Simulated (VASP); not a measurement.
# TiN (Fm-3m) in VASP: further runs, part 3 of 3

VASP 6.6.1. The steps go on from the part before.

**6. Relaxation of cell and atoms, RPBE**

Input file INCAR:

```
PREC = Accurate
ENCUT = 600
EDIFF = 1E-7
ISMEAR = 0
SIGMA = 0.1
LREAL = F
LASPH = T
NELM = 80
ALGO = Normal
ISIF = 3
LWAVE = F
LCHARG = F
GGA = RP
IBRION = 2
NSW = 90
EDIFFG = -0.005
```

Input file KPOINTS:

```
regular mesh
0
Gamma
  18 18 18
```

Input file POSCAR:

```
TiN
1.0
    0.0000000000      2.1206234500      2.1206234500
    2.1206234500      0.0000000000      2.1206234500
    2.1206234500      2.1206234500      0.0000000000
Ti N
1 1
Direct
    0.0000000000      0.0000000000      0.0000000000
    0.5000000000      0.5000000000      0.5000000000
```

Potentials or basis: VASP PAW PBE potentials, release 64 (Ti_sv, N).

Launch:

```
$ cat potpaw_PBE.64/Ti_sv/POTCAR potpaw_PBE.64/N/POTCAR > POTCAR
$ mpirun -np 1 vasp_std > vasp.out
```

OUTCAR:

```text
PREC = Accurate
   ENCUT = 600
   EDIFF = 1E-7
   ISMEAR = 0
   LREAL = F
   LASPH = T
   NELM = 80
   ISIF = 3
   GGA = RP
   IBRION = 2
   NSW = 90
   EDIFFG = -0.005

 ion  position               nearest neighbor table
   1  0.000  0.000  0.000-   2 2.12   2 2.12   2 2.12   2 2.12   2 2.12   2 2.12
   2  0.500  0.500  0.500-   1 2.12   1 2.12   1 2.12   1 2.12   1 2.12   1 2.12

  LATTYP: Found a face centered cubic cell.
 ALAT       =     4.2412469000

  Lattice vectors:

 A1 = (   0.0000000000,   2.1206234500,   2.1206234500)
 A2 = (   2.1206234500,   0.0000000000,   2.1206234500)
 A3 = (   2.1206234500,   2.1206234500,   0.0000000000)

Analysis of symmetry for initial positions (statically):
=====================================================================
 Subroutine PRICEL returns:
 Original cell was already a primitive cell.

 Routine SETGRP: Setting up the symmetry group for a
 face centered cubic supercell.

 Subroutine GETGRP returns: Found 48 space group operations
 (whereof 48 operations were pure point group operations)
 out of a pool of 48 trial point group operations.

The static configuration has the point symmetry O_h .

Analysis of symmetry for dynamics (positions and initial velocities):
=====================================================================
 Subroutine PRICEL returns:
 Original cell was already a primitive cell.

 Routine SETGRP: Setting up the symmetry group for a
 face centered cubic supercell.

 Subroutine GETGRP returns: Found 48 space group operations
 (whereof 48 operations were pure point group operations)
 out of a pool of 48 trial point group operations.

The dynamic configuration has the point symmetry O_h .

 Subroutine INISYM returns: Found 48 space group operations
 (whereof 48 operations are pure point group operations),
 and found     1 'primitive' translations

----------------------------------------------------------------------------------------

                                     Primitive cell

  volume of cell :      19.0731

  direct lattice vectors                    reciprocal lattice vectors
     0.000000000  2.120623450  2.120623450    -0.235779718  0.235779718  0.235779718
     2.120623450  0.000000000  2.120623450     0.235779718 -0.235779718  0.235779718
     2.120623450  2.120623450  0.000000000     0.235779718  0.235779718 -0.235779718

  length of vectors
     2.999014444  2.999014444  2.999014444     0.408382452  0.408382452  0.408382452

  position of ions in fractional coordinates (direct lattice)
     0.000000000  0.000000000  0.000000000
     0.500000000  0.500000000  0.500000000

  ion indices of the primitive-cell ions
   primitive index   ion index
                 1           1
                 2           2

----------------------------------------------------------------------------------------

 KPOINTS: regular mesh

Automatic generation of k-mesh.
 Grid dimensions read from file:
 generate k-points for:   18   18   18

 Generating k-lattice:

  Cartesian coordinates                     Fractional coordinates (reciprocal lattice)
    -0.013098873  0.013098873  0.013098873     0.055555556  0.000000000  0.000000000
[... 54 lines left out ...]
   LNONCOLLINEAR =      F non collinear calculations
   LSORBIT =      F    spin-orbit coupling
   LASPH  =      T    aspherical Exc in radial PAW
   ENCUT  =  600.0 eV  44.10 Ry    6.64 a.u.   5.99  5.99  5.99*2*pi/ulx,y,z
   NELM   =     80;   NELMIN=  2; NELMDL= -5     # of ELM steps
   EDIFF  = 0.1E-06   stopping-criterion for ELM
   LREAL  =      F    real-space projection
   EDIFFG = -.5E-02   stopping-criterion for IOM
   NSW    =     90    number of steps for IOM
   IBRION =      2    ionic relax: 0-MD 1-quasi-New 2-CG
   NFREE  =      1    steps in history (QN), initial steepest desc. (CG)
   ISIF   =      3    stress and relaxation
   ISYM   =      2    0-nonsym 1-usesym 2-fastsym
   POTIM  = 0.5000    time-step for ionic-motion
   TEBEG  =    0.0;   TEEND  =   0.0 temperature during run
   PSTRESS=    0.0 pullay stress
   NELECT =      17.0000    total number of electrons
   NUPDOWN=      -1.0000    fix difference up-down
   EMIN   =  10.00;   EMAX   =-10.00  energy-range for DOS
   EFERMI =   0.00;   METHOD = LEGACY
   ISMEAR =     0;   SIGMA  =   0.10  broadening in eV -4-tet -1-fermi 0-gaus
   EFERMI_NEDOS =   21; number of points for ismear=-14 and -15
   IALGO  =     38    algorithm
   IMIX   =      4    mixing-type and parameters
     AMIX     =   0.40;   BMIX     =  1.00
     AMIX_MAG =   1.60;   BMIX_MAG =  1.00
  volume/ion in A,a.u.               =       9.54        64.36
  Fermi-wavevector in a.u.,A,eV,Ry     =   1.575497  2.977258 33.772256  2.482191
  Thomas-Fermi vector in A             =   2.676472
   LORBIT       =      0    0 simple, 1 ext, 2 COOP (PROOUT), +10 PAW based schemes
   GGA     = RP    functional components
   LHFCALC =     F    Hartree Fock is set to
   AEXX    =    0.0000 exact exchange contribution
   IVDW    =     0    specifies the selected vdW correction
   LEPSILON=     F    determine dielectric tensor
   LRPA    =     F    only Hartree local field effects (RPA)
 conjugate gradient relaxation of ions
 non-spin polarized calculation
 Gauss-broadening in eV      SIGMA  =   0.10
  energy-cutoff  :      600.00
  volume of cell :       19.07
 maximum number of plane-waves:       650
   NGX = 11   NGY = 11   NGZ = 11

--------------------------------------- Ionic step        1  -------------------------------------------

 number of electron      17.0000002 magnetization

 Free energy of the ion-electron system (eV)
  ---------------------------------------------------
  ext. energy  EPLUGINS =         0.00000000
  ---------------------------------------------------
  free energy    TOTEN  =       -18.66704071 eV

  energy without entropy =      -18.66277018  energy(sigma->0) =      -18.66490545

------------------------ aborting loop because EDIFF is reached ----------------------------------------

  FORCE on cell =-STRESS in cart. coord.  units (eV):
  Direction    XX          YY          ZZ          XY          YZ          ZX
  --------------------------------------------------------------------------------------
  -------------------------------------------------------------------------------------
  Total        0.8065600      0.8065600      0.8065600      0.0000000     -0.0000000     -0.0000000
  in kB       67.7526971     67.7526971     67.7526971      0.0000000     -0.0000000     -0.0000000
  external PRESSURE =      67.7526971 kB  Pullay stress =       0.0000000 kB
[... 59 lines left out ...]
--------------------------------------- Ionic step        3  -------------------------------------------

 number of electron      17.0000003 magnetization

 Free energy of the ion-electron system (eV)
  ---------------------------------------------------
  ext. energy  EPLUGINS =         0.00000000
  ---------------------------------------------------
  free energy    TOTEN  =       -18.67690788 eV

  energy without entropy =      -18.67246706  energy(sigma->0) =      -18.67468747

 E-fermi :  11.2554     XC(G=0): -12.7648

 val. band max:       11.2293309268   @ k =  -0.1667   0.1111   0.0000
 cond. band min:      11.2589923211   @ k =   0.1111   0.0556   0.0000
 fundamental gap:      0.0296613943
 Fermi energy:        11.2553590191

 k-point     1 :       0.0000    0.0000    0.0000
  band No.  band energies     occupation
      1     -46.8053      2.00000
      2     -22.7337      2.00000
      3     -22.7337      2.00000
      4     -22.7337      2.00000
      5      -5.7903      2.00000
      6       9.2240      2.00000
      7       9.2240      2.00000
      8       9.2240      2.00000
      9      10.6662      2.00000
     10      10.6662      2.00000
     11      10.6662      2.00000
     12      11.8063      0.00000
[... 331 lines left out ...]
 k-point    24 :      -0.2222    0.0556    0.0000
  band No.  band energies     occupation
      1     -46.7636      2.00000
      2     -23.0155      2.00000
      3     -22.7775      2.00000
      4     -22.7507      2.00000
      5      -4.8007      2.00000
      6       5.8616      2.00000
      7       6.9419      2.00000
      8       7.2397      2.00000
      9      11.4817      0.00137
     10      11.6774      0.00000
     11      12.1407      0.00000
     12      14.0742      0.00000

 [... further k-points ...]

------------------------ aborting loop because EDIFF is reached ----------------------------------------

  FORCE on cell =-STRESS in cart. coord.  units (eV):
  Direction    XX          YY          ZZ          XY          YZ          ZX
  --------------------------------------------------------------------------------------
  -------------------------------------------------------------------------------------
  Total       -0.0019901     -0.0019901     -0.0019901     -0.0000000      0.0000000     -0.0000000
  in kB       -0.1630645     -0.1630645     -0.1630645     -0.0000000      0.0000000     -0.0000000
  external PRESSURE =      -0.1630645 kB  Pullay stress =       0.0000000 kB
[... 17 lines left out ...]
  FREE ENERGIE OF THE ION-ELECTRON SYSTEM (eV)
  ---------------------------------------------------
  free  energy   TOTEN  =       -18.6769078755 eV

  energy  without entropy=      -18.6724670624  energy(sigma->0) =      -18.67468747

 reached required accuracy - stopping structural energy minimisation
```

CONTCAR:

```text
TiN
   1.00000000000000
     0.0000000000000000    2.1382852216787938    2.1382852216787938
     2.1382852216787938   -0.0000000000000000    2.1382852216787938
     2.1382852216787938    2.1382852216787938   -0.0000000000000000
  Ti              N
     1     1
Direct
     0.0000000000000000    0.0000000000000000    0.0000000000000000
     0.5000000000000000    0.5000000000000000    0.5000000000000000

  0.00000000E+00  0.00000000E+00  0.00000000E+00
  0.00000000E+00  0.00000000E+00  0.00000000E+00
```

Run time: 43 s. Hardware: 1 thread of Intel Xeon 6975P-C (Granite Rapids), shared host; peak memory 0.19 GiB.

What came out:

| Property | Result |
| --- | --- |
| Free energy | -18.6769 eV |
| Relaxed volume | 9.78 Å³/atom |
| Relaxed cell | a = 3.024 Å, b = 3.024 Å, c = 3.024 Å, α = 60.00°, β = 60.00°, γ = 60.00° |
| Space group after relaxing (to 0.05 Å) | Fm-3m (No. 225) |
| Energy gained by relaxing | 4.9 meV/atom |
| Ionic steps | 3 |
| Pressure after relaxing | 0.0 GPa |
| Band gap on the k mesh | none (metal or under the smearing width) |

The path:
| step | energy change (eV) | largest force (eV/Å) | pressure (GPa) | volume (Å³) |
| --- | --- | --- | --- | --- |
| 1 | 0.0000 | 0.0000 | 6.78 | 19.07 |
| 2 | 0.0070 | 0.0000 | -7.98 | 20.21 |
| 3 | -0.0099 | 0.0000 | -0.02 | 19.55 |

Final structure:
```
Ti N
1.0
     0.00000    2.13829    2.13829
     2.13829    0.00000    2.13829
     2.13829    2.13829    0.00000
Ti N
1 1
Direct
  0.00000 0.00000 0.00000
  0.50000 0.50000 0.50000
```

Caveat: the PAW data sets were made with another functional, which shifts forces and pressure a little.

**7. Summary**

| task | level | potentials or basis | cell | k mesh | cutoff (eV) | mesh quality | gap on the mesh (eV) | pressure (GPa) | relaxed volume (Å³/atom) |
| --- | --- | --- | --- | --- | --- | --- | --- | --- | --- |
| relaxation of cell and atoms | PBEsol | VASP PAW PBE potentials, release 64 (Ti_sv, N) | relaxed | 6 × 6 × 6 | 600 | coarse | none | 0.1 | 9.29 |
| single point | PBEsol | VASP PAW PBE potentials, release 64 (Ti_sv, N) | as given | 18 × 18 × 18 | 520 | not flagged | none | -7.1 | - |
| relaxation of cell and atoms | PBEsol | VASP PAW PBE potentials, release 64 (Ti, N) | relaxed | 18 × 18 × 18 | 580 | not flagged | none | 0.0 | 9.38 |
| relaxation of cell and atoms | PBEsol | VASP PAW PBE potentials, release 64 (Ti_sv, N_s) | relaxed | 18 × 18 × 18 | 480 | not flagged | none | -0.1 | 9.30 |
| relaxation of cell and atoms | RPBE | VASP PAW PBE potentials, release 64 (Ti_sv, N) | relaxed | 18 × 18 × 18 | 600 | not flagged | none | 0.0 | 9.78 |

Alike in all rows: no spin polarisation; smearing gaussian 0.1 eV.

Caveats: some runs use coarse meshes; the PAW data sets were made with another functional, which shifts forces and pressure a little.

Total energies depend on the potentials used, so only differences within one code and one set of settings carry meaning.
